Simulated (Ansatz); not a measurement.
Here is an Ansatz 0.2.0 calculation.

File input.yaml:

```yaml
crystal:
  lattice:
    - [4.7839, 0.0, 0.0]
    - [-2.39195, 4.1429789292, 0.0]
    - [0.0, 0.0, 6.57]
  atoms:
    - { symbol: Ta, position: [0.0, 0.5, 0.3333333333] }
    - { symbol: Ta, position: [0.5, 0.5, 0.6666666667] }
    - { symbol: Ta, position: [0.5, 0.0, 0.0] }
    - { symbol: Si, position: [0.31794, 0.15897, 0.3333333333] }
    - { symbol: Si, position: [0.15897, 0.84103, 0.6666666667] }
    - { symbol: Si, position: [0.84103, 0.68206, 0.0] }
    - { symbol: Si, position: [0.68206, 0.84103, 0.3333333333] }
    - { symbol: Si, position: [0.84103, 0.15897, 0.6666666667] }
    - { symbol: Si, position: [0.15897, 0.31794, 0.0] }
hamiltonian:
  xc: pbesol
  pseudopotentials: { kind: paw }
  hubbard: { sites: [{ species: Ta, l: d, u_eff: 5.0 }] }
kpoints:
  mp_grid: { grid: [5, 5, 3] }
scf:
  occupations: { method: fermi_dirac, width: 0.05 }
output:
  forces: true
  stress: true
  eigenvalues: true
```

Potentials or basis: Ansatz PAW.

Launch:

```console
$ ansatz run input.yaml --threads 4 --pin off --max-ram 11264MiB --backend cpu --events-out ev --progress --plain --runs-dir out
```

What does it give for the pressure?

-0.6 GPa.

Predict the band gap on the k mesh.

none (metal or under the smearing width).

Estimate the largest force.

0.083 eV/Å.

Forces on the atoms (eV/Å):
```
Ta   0.000  0.000  0.000
Ta   0.000  0.000  0.000
Ta   0.000  0.000  0.000
Si  -0.072 -0.042  0.000
Si  -0.072  0.042  0.000
Si   0.000  0.083  0.000
Si   0.072  0.042  0.000
Si   0.072 -0.042  0.000
Si   0.000 -0.083  0.000
```

Caveat: U without spin polarisation on a metal has little footing; the PAW data sets come from PBE, with cores solved anew for the run's functional, which leaves a small shift of forces and pressure; the U is typed as a test and isn't derived for this compound. Spin-orbit coupling is left out, which matters for the levels of Ta.
